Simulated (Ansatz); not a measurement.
## AlPt under changes of volume

One of the cells (14.774 Å³/atom); the others are scaled copies at fixed shape and fractional positions:

```
Pt Al
1.0
     3.09155    0.00000    0.00000
     0.00000    3.09155    0.00000
     0.00000    0.00000    3.09155
Pt Al
1 1
Direct
  0.50000 0.50000 0.50000
  0.00000 0.00000 0.00000
```

Measurements of this composition are mostly on another form, of space group No. 198.

| Property | Result |
| --- | --- |
| Program | Ansatz 0.2.0 |
| Functional | LDA |
| Potentials or basis | Ansatz PAW |
| Cutoff | 420 eV (not typed: the program's choice for these potentials) |
| k mesh | 9 × 9 × 9 |
| Occupations | fermi-dirac, width 0.05 eV |
| Spin | no spin polarisation |

```csv
volume (Å³/atom),energy over the lowest point (meV/atom),pressure (GPa)
13.888,0.00,2.2
14.183,0.23,-2.3
14.478,8.23,-6.3
14.774,23.17,-9.8
15.069,44.20,-12.9
15.365,70.64,-15.7
15.660,?,?
```

Problem. What does the run at 15.660 Å³/atom give?

Solution. Energy over the lowest point 101.87 meV/atom; pressure -18.1 GPa.

Worked out: A Birch-Murnaghan fit of order 3 (a polynomial in V^(-2/3)) to the other rows has its minimum at 14.03 Å³/atom with B0 = V·E''(V) = 215 GPa and B' = 4.9. It gives 101.77 meV/atom at 15.660 Å³/atom, against the run's 101.87, and -dE/dV = -18.1 GPa, against -18.1.

Energies are extrapolated to zero smearing.

Caveats: the PAW data sets come from PBE, with cores solved anew for the run's functional, which leaves a small shift of forces and pressure.
